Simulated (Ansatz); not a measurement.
## Tellurium, trigonal tellurium: convergence with the k-point mesh

Computed with Ansatz, LDA, scalar-relativistic PAW, on the relaxed cell (a = 4.297 Å, c = 5.904 Å (c/a = 1.374); spin not included). Errors count from a run at 420 eV on a Γ-centred 8×8×5 mesh with Fermi-Dirac smearing of 0.05 eV, extrapolated to zero width. Fixed here: cutoff 420 eV, Fermi-Dirac width 0.05 eV. The SCF starts from atomic densities corrected by a trained network.

| k-mesh | E(σ→0) error (meV/atom) | P (GPa) | SCF iterations |
| --- | --- | --- | --- |
| 2×2×1 | 278.6 | 1.14 | 6 |
| 2×2×2 | 379.2 | 2.41 | 6 |
| 3×3×2 | 107.5 | 0.73 | 7 |
| 4×4×3 | 17.3 | 0.09 | 6 |
| 5×5×4 | 5.6 | -0.05 | 6 |
| 7×7×5 | 1.1 | -0.09 | 6 |
| 12×12×8 | 0.0 | -0.10 | 6 |

Q: What does the run at 9×9×6 give (k-mesh)?

A: E(σ→0) error (meV/atom): 0.4; P (GPa): -0.10; SCF iterations: 6.

Within 5 meV/atom of the last row: from 7×7×5 on.
